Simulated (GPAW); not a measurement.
Crystal: Sn.

```xyz
1
Lattice="-1.7265 1.7755 2.3383 1.7265 -1.7755 2.3383 1.7265 1.7755 -2.3383" Properties=species:S:1:pos:R:3 pbc="T T T"
Sn    0.0000    0.0000    0.0000
```

This isn't the form of Sn at room conditions, which is tetragonal (white tin).

- Program: GPAW 26.7.0
- Task: relaxation of cell and atoms
- Functional: PBEsol
- Potentials or basis: PAW data sets generated in the run's folder for this functional
- Cutoff: 600 eV
- Basis: pw
- k mesh: 8 × 8 × 8
- Occupations: fermi-dirac, width 0.05 eV
- Spin: no spin polarisation

At the start: pressure -3.9 GPa; volume 28.67 Å³/atom.

Problem. How do energy, volume and symmetry change on relaxing?

Solution. Over 14 steps the energy falls by 46.6 meV/atom and the volume is 26.10 Å³/atom (-9.0 %); space group Immm (No. 71, to 0.05 Å).

Step by step:
| step | energy change (eV) | largest force (eV/Å) | pressure (GPa) | volume (Å³) |
| --- | --- | --- | --- | --- |
| 1 | 0.0000 | 0.0000 | -3.93 | 28.67 |
| 2 | -0.0180 | 0.0000 | -2.72 | 27.82 |
| 3 | -0.0328 | 0.0000 | 0.41 | 26.11 |
| 4 | -0.0337 | 0.0000 | 0.13 | 26.22 |
| 5 | -0.0365 | 0.0000 | -0.54 | 26.47 |
| 6 | -0.0370 | 0.0000 | -0.23 | 26.32 |
| 7 | -0.0374 | 0.0000 | 0.18 | 26.13 |
| 8 | -0.0380 | 0.0000 | 0.49 | 25.99 |
| 9 | 0.0948 | 0.0000 | 10.71 | 22.55 |
| 10 | -0.0415 | 0.0000 | 1.56 | 25.49 |
| 11 | -0.0423 | 0.0000 | 1.76 | 25.37 |
| 12 | -0.0447 | 0.0000 | 1.16 | 25.63 |
| 13 | -0.0465 | 0.0000 | 0.21 | 26.02 |
| 14 | -0.0466 | 0.0000 | 0.01 | 26.10 |

Final structure:
```
Sn
1.0
    -1.74148    1.76606    2.12192
     1.74148   -1.76606    2.12192
     1.74148    1.76606   -2.12192
Sn
1
Cartesian
  0.0000 0.0000 0.0000
```

Caveat: later steps reuse the first step's grids.
